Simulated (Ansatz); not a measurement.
Level of theory: DFT PBE, scalar-relativistic, plane waves, PAW in Ansatz 0.2.0. All cells share a 420 eV cutoff and Γ-centred k meshes spaced at most about 0.3 Å⁻¹ (about 0.25 or finer for metals, 2π included). No spin polarisation.

These are static total energies at zero pressure.

Task: Order these relaxed structures of CuSbSe₄ by energy, lowest first, with the energy over the lowest of them.
A.

```
Cu Sb Se
1.0
     6.73263    0.00000    0.00000
     0.00000    3.68053    0.00000
    -1.28829    0.00000    7.58687
Cu Sb Se
1 1 4
Cartesian
  0.0000 0.0000 0.0000
  3.3663 1.8403 0.0000
  2.6564 0.0000 1.7920
  5.8322 1.8403 1.2202
  -0.3879 1.8403 6.3666
  2.7880 0.0000 5.7949
```

B.

```
Cu Sb Se
1.0
     3.82170    0.00000    0.00000
    -1.91085    3.30969    0.00000
     0.00000    0.00000   10.95254
Cu Sb Se
1 1 4
Direct
  0.66667 0.33333 0.50000
  0.66667 0.33333 0.00000
  0.33333 0.66667 0.61544
  0.00000 0.00000 0.83054
  0.00000 0.00000 0.16946
  0.33333 0.66667 0.38456
```

C.

```
Cu Sb Se
1.0
     2.29968    1.32772    7.68242
    -2.29968    1.32772    7.68242
     0.00000   -2.65544    7.68242
Cu Sb Se
1 1 4
Direct
  0.00000 0.00000 0.00000
  0.50000 0.50000 0.50000
  0.65167 0.65167 0.65167
  0.10926 0.10926 0.10926
  0.89074 0.89074 0.89074
  0.34833 0.34833 0.34833
```

Result: A (0 meV/atom), B (19 meV/atom), C (88 meV/atom). Forms: A P2/m; B P-6m2; C R-3m. Counting Se atoms around Cu and Sb (those within 1.25 times the shortest such distance or 1.15 times the sum of covalent radii; a plus sign parts nearer from farther groups): A has Cu 4, Sb 6; B has Cu 6, Sb 6; C has Cu 8, Sb 6+2. B holds Se–Se pairs (shortest 2.53 Å) (bonds between like non-metal atoms; other contacts aren't counted). All come from invented guesses.

For metals, differences of a few meV/atom aren't resolved. No dispersion correction is applied, so the spacing and binding between layers, chains or molecules are poorly described (P2/m, P-6m2), and this can change margins and order among such cells. These runs have no spin–orbit coupling, which can matter for Sb. No Hubbard U is applied to the 3d shell of Cu. Cells relaxed within their symmetry can be saddle points. Some structure types and database cells were kept out of the candidates from the start, so a known form may be missing.
